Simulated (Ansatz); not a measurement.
AgCl in the NiAs-type structure, relaxed with r2SCAN in the PAW code Ansatz. It is hexagonal, P6_3/mmc (No. 194); a = 4.005 Å, c = 6.201 Å in the conventional setting, 21.53 Å³ an atom. Around Ag lie 6 Cl at 2.78 Å; around Cl lie 6 Ag at 2.78 Å.

The axes x, y and z are those of this cell:
```yaml
crystal:
  lattice:
    - [4.00486, 0.00000, 0.00000]
    - [-2.00243, 3.46831, 0.00000]
    - [0.00000, 0.00000, 6.20104]
  atoms:
    - { symbol: Ag, position: [0.00000, 0.00000, 0.00000] }
    - { symbol: Ag, position: [0.00000, 0.00000, 0.50000] }
    - { symbol: Cl, position: [0.33333, 0.66667, 0.25000] }
    - { symbol: Cl, position: [0.66667, 0.33333, 0.75000] }
```

Unstrained: The PBE gap is direct at Γ: 0.910 eV. The r2SCAN gap is direct at Γ: 1.481 eV. HSE06 gives a direct gap of 2.392 eV at Γ. Meshes: PBE 12×12×4, r2SCAN 12×12×4, HSE06 6×6×4. Strains are changes of length per length. After each strain the atoms were relaxed again with r2SCAN within the symmetry that the strain leaves, so tilts or polar shifts that break it weren't tested; points keep the names that they have in the unstrained zone. No spin polarisation. The prototype was imposed, so other structures may be more stable.

(1) Estimate what uniaxial -0.94 % along x, other directions held does to the gap.

(2) Estimate what epitaxial +2.54 % in the xy plane, free normal strain -3.54 % does to the gap.

## Answers

(1) PBE: the gap goes from 0.910 to 0.903 eV (-0.007 eV); with r2SCAN the top three valence levels at Γ, grouped 2+1 from the top over 1089 meV, become 1+1+1 over 1124 meV. r2SCAN: the gap goes from 1.481 to 1.475 eV (-0.006 eV). HSE06: the gap goes from 2.392 to 2.384 eV (-0.008 eV). The r2SCAN energy rises by 0.4 meV an atom.

(2) PBE: the gap goes from 0.910 to 0.899 eV (-0.011 eV); with r2SCAN the top three valence levels at Γ, grouped 2+1 from the top over 1089 meV, become 2+1 over 887 meV. r2SCAN: the gap goes from 1.481 to 1.462 eV (-0.019 eV). HSE06: the gap goes from 2.392 to 2.372 eV (-0.020 eV). The r2SCAN energy rises by 3.8 meV an atom.

Spin-orbit coupling is left out.

The meshes of the hybrids are coarse, so their gaps aren't converged to the digits shown.

The splittings at Γ are without spin-orbit coupling, which regroups them where it is of like size or larger.
